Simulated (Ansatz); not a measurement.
FeCo

The computed numbers are results of r²SCAN, scalar-relativistic (collinear spin) in the plane-wave PAW code Ansatz at 500 eV, 12×12×12 k-mesh, Gaussian smearing of 0.05 eV. The datasets are Ansatz's generated set soft_2.

```xyz
2
Lattice="2.8379 0.0000 0.0000 0.0000 2.8379 0.0000 0.0000 0.0000 2.8379" Properties=species:S:1:pos:R:3 pbc="T T T"
Fe    1.4190    1.4190    1.4190
Co    0.0000    0.0000    0.0000
```

The chain of runs began from a cell as deposited in COD, expanded in volume.

The geometry is fixed. Moments are started on Fe, Co in several ways. Signs follow the order of those atoms. q is the propagation vector of an order in a doubled cell, in units of this cell's reciprocal vectors; doubled cells take an equivalent mesh or are counted from a ferromagnetic run in the same cell, unless said otherwise. Energies count from the first row, the state in which the cell was relaxed.

The starts:
- ferromagnetic
- no spin polarisation
- ferrimagnetic in the cell, signs +-
- antiparallel, q = (0, 0, 1/2), signs ++--
- antiparallel, q = (0, 1/2, 1/2), signs ++--
- antiparallel, q = (1/2, 1/2, 1/2), signs ++--
- small parallel moments

**Question.** Which start ends lowest, and how far above it lies the solution without spin polarisation?

**Answer.** Lowest, alike within 0.5 meV/atom: ferromagnetic; ferrimagnetic in the cell, signs +- (which ended parallel); small parallel moments (which grew into the full parallel moments). Without spin polarisation the energy is 1275 meV/atom higher.

```json
{"start": "ferromagnetic", "largest typed moment (μB)": "3.39", "ΔE (meV/atom)": "0.0", "gap on the mesh (eV)": "metal", "P (GPa)": "0.0", "final spin moments (μB)": "Fe 3.09; Co 1.96"}
{"start": "no spin polarisation", "largest typed moment (μB)": "0.00", "ΔE (meV/atom)": "1275.2", "gap on the mesh (eV)": "metal", "P (GPa)": "-25.7", "final spin moments (μB)": "none"}
{"start": "ferrimagnetic in the cell, signs +-", "largest typed moment (μB)": "2.50", "ΔE (meV/atom)": "0.0", "gap on the mesh (eV)": "metal", "P (GPa)": "0.0", "final spin moments (μB)": "Fe 3.09; Co 1.96"}
{"start": "antiparallel, q = (0, 0, 1/2), signs ++--", "largest typed moment (μB)": "2.50", "ΔE (meV/atom)": "382.2", "gap on the mesh (eV)": "metal", "P (GPa)": "1.2", "final spin moments (μB)": "Fe 3.10, -3.10; Co 1.45, -1.45"}
{"start": "antiparallel, q = (0, 1/2, 1/2), signs ++--", "largest typed moment (μB)": "2.50", "ΔE (meV/atom)": "502.0", "gap on the mesh (eV)": "metal", "P (GPa)": "0.6", "final spin moments (μB)": "Fe 3.09, -3.09; Co 1.36, -1.36"}
{"start": "antiparallel, q = (1/2, 1/2, 1/2), signs ++--", "largest typed moment (μB)": "2.50", "ΔE (meV/atom)": "427.0", "gap on the mesh (eV)": "metal", "P (GPa)": "-0.5", "final spin moments (μB)": "Fe 3.04, -3.04; Co 1.38, -1.38"}
{"start": "small parallel moments", "largest typed moment (μB)": "0.50", "ΔE (meV/atom)": "0.0", "gap on the mesh (eV)": "metal", "P (GPa)": "0.0", "final spin moments (μB)": "Fe 3.09; Co 1.96"}
```

These starts lost their opposed signs and ended with parallel moments: ferrimagnetic in the cell, signs +-.

The program noted a lower state or an instability beside: antiparallel, q = (0, 0, 1/2), signs ++--; antiparallel, q = (0, 1/2, 1/2), signs ++--; antiparallel, q = (1/2, 1/2, 1/2), signs ++--. The lower rows of the table may be what it saw.

The atoms aren't at rest in: antiparallel, q = (0, 0, 1/2), signs ++-- (forces up to 1.04 eV/Å), so relaxing would lower that row.

The cell was relaxed in the state of the first row, and its shape doesn't suit: antiparallel, q = (0, 0, 1/2), signs ++-- (uneven stress of 5.8 GPa); antiparallel, q = (0, 1/2, 1/2), signs ++-- (uneven stress of 8.0 GPa).

r²SCAN tends to overstate moments and magnetic energies in metals.

Without spin polarisation the pressure is 25.7 GPa lower than in the lowest state, so the magnetic solution wants the larger cell.

Only orders that fit these small cells were tried, so the real crystal's order may be another.

The run wasn't fully tested for a lower electronic state. Site moments are of spin, integrated over atomic spheres.
